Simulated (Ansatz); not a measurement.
# Pb: frozen-core PAW against all-electron methods

```xyz
2
Lattice="3.4800 0.0000 0.0000 -1.7400 3.0138 0.0000 0.0000 0.0000 5.5341" Properties=species:S:1:pos:R:3 pbc="T T T"
Pb    0.0000    2.0092    1.3835
Pb    1.7400    1.0046    4.1506
```

Atoms are numbered in the order listed.

The cell is COD entry 1537623, as deposited and not checked against the literature; nothing was relaxed. The listed cell was then made from it by scaling, straining or moving an atom.

No spin–orbit coupling, which matters for the heavy atoms here.

All numbers are computed: DFT, PBE, PAW with Ansatz's default frozen-core files, scalar-relativistic (Ansatz 0.2.0); DFT, PBE, all-electron LAPW, scalar-relativistic (Ansatz 0.2.0).

For PAW: a Γ-centred 12×12×7 k mesh, Fermi–Dirac smearing of 0.05 eV, cutoff 420 eV, no spin polarisation. LAPW targets a basis error of 0.5 meV/atom. The Ansatz runs share mesh, smearing and spin set-up. Plane-wave (PAW) pressures include the program's estimate of the Pulay term.

Stress and pressure are positive in compression.

PAW results:

```
       quantity   PAW
 pressure (GPa)  4.48
stress xx (GPa)  4.41
stress zz (GPa)  4.64
```

Task: What does all-electron LAPW give for the same quantities?

Result: 
```json
{"quantity": "pressure (GPa)", "LAPW": "4.49"}
{"quantity": "stress xx (GPa)", "LAPW": "4.41"}
{"quantity": "stress zz (GPa)", "LAPW": "4.65"}
```
